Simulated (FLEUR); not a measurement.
Crystal: P.

```
P
1.0
     1.64774   -5.46504    0.00000
     1.64774    5.46504    0.00000
     0.00000    0.00000    4.54364
P
4
Cartesian
  1.6477 -4.4173 2.6754
  1.6477 4.4173 1.8683
  1.6477 -1.0477 0.4035
  1.6477 1.0477 4.1401
```

Base run:

```yaml
Program: FLEUR MaX-R8.1 (patched build s14)
Functional: LDA exchange alone (X-alpha)
Potentials_or_basis: all-electron
Basis: FLAPW
Kmax: 4.3 1/bohr
k_mesh: 8 × 8 × 6
Occupations: fermi-dirac, width 0.05 eV
Spin: no spin polarisation
```

Its results: band gap on the k mesh 0.10 eV, direct.

Problem. The run is repeated on the same cell with these changes: functional from LDA exchange alone (X-alpha) to LDA (von Barth-Hedin). What comes out?

Solution. Band gap on the k mesh 0.01 eV, direct.
